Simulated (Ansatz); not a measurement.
All numbers below come from DFT PBE, scalar-relativistic, plane waves, PAW in Ansatz 0.2.0. Settings: cutoff 420 eV, Γ-centred meshes spaced at most about 0.3 Å⁻¹, and about 0.25 Å⁻¹ or finer for metals (2π included), Gaussian smearing. No spin polarisation in the final relaxations.

These are static total energies at zero pressure.

Two relaxed structures of SnO:

A. Space group P6_3/mmc (No. 194), hexagonal, a = 3.424 Å, c = 6.382 Å. Sn has 6 O at 2.54 Å; around O lie 6 Sn at 2.54 Å.

B. Space group P6_3/mmc (No. 194), hexagonal, a = 3.469 Å, c = 6.438 Å. Sn is surrounded by 6 O at 2.57 Å; around O lie 6 Sn at 2.57 Å.

**Question.** Which arrangement of the elements on these sites is preferred, and by what margin?

**Answer.** A is lower, by 38 meV/atom. The two share one framework of sites and differ in which element sits where. A has the anti-nickel arsenide type, space group P6_3/mmc (No. 194), 16.2 Å³/atom and no gap on its mesh; B has the nickel arsenide type, space group P6_3/mmc (No. 194), 16.8 Å³/atom and no gap. Counting O atoms around Sn (those within 1.25 times the shortest such distance or 1.15 times the sum of covalent radii; the shortest distance is added where it is long for a bond), A has Sn 6 from 2.5 Å and B has Sn 6 from 2.6 Å. The denser one is the lower, and pressure would at first widen the difference. Both come from invented guesses. The part of the Crystallography Open Database at hand lists SnO in space groups No. 36, 129; no cell shown has one of them.

The zero gap of P6_3/mmc at 16.2 Å³/atom, P6_3/mmc at 16.8 Å³/atom may come from the functional, which often closes small gaps. Cells relaxed within their symmetry can be saddle points.
